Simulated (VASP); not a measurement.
Runs of VASP 6.6.1 on Si. It takes space group Fd-3m (No. 227, cubic). Conventional cell: a = 5.422 Å, b = 5.422 Å, c = 5.422 Å, α = 90.00°, β = 90.00°, γ = 90.00°. Si (site symmetry -43m) is surrounded by 4 Si at 2.35 Å. 

| task | cell | k mesh | cutoff (eV) | smearing | gap on the mesh (eV) | pressure (GPa) | relaxed volume (Å³/atom) |
| --- | --- | --- | --- | --- | --- | --- | --- |
| single point | Fd-3m, 19.92 Å³/atom | 10 × 10 × 10 | 520 | gaussian 0.02 eV | 0.57 | -0.1 | - |
| relaxation of cell and atoms | relaxed | 12 × 12 × 12 | 600 | gaussian 0.02 eV | 0.56 | 0.0 | 19.90 |
| relaxation of cell and atoms | relaxed | 10 × 10 × 10 | 600 | gaussian 0.02 eV | 0.57 | 0.0 | 19.90 |
| single point | Fd-3m, 20.02 Å³/atom | 6 × 6 × 6 | 520 | gaussian 0.1 eV | 0.71 | (a) | - |
| single point | Fd-3m, 19.92 Å³/atom | 12 × 12 × 12 | 520 | gaussian 0.02 eV | 0.56 | -0.1 | - |

Alike in all rows: level PBE+D3(BJ); potentials or basis VASP PAW PBE potentials, release 64 (Si); no spin polarisation.

Q: Fill in the values left out.

A: (a) -0.5.

A k mesh can miss the band edges.
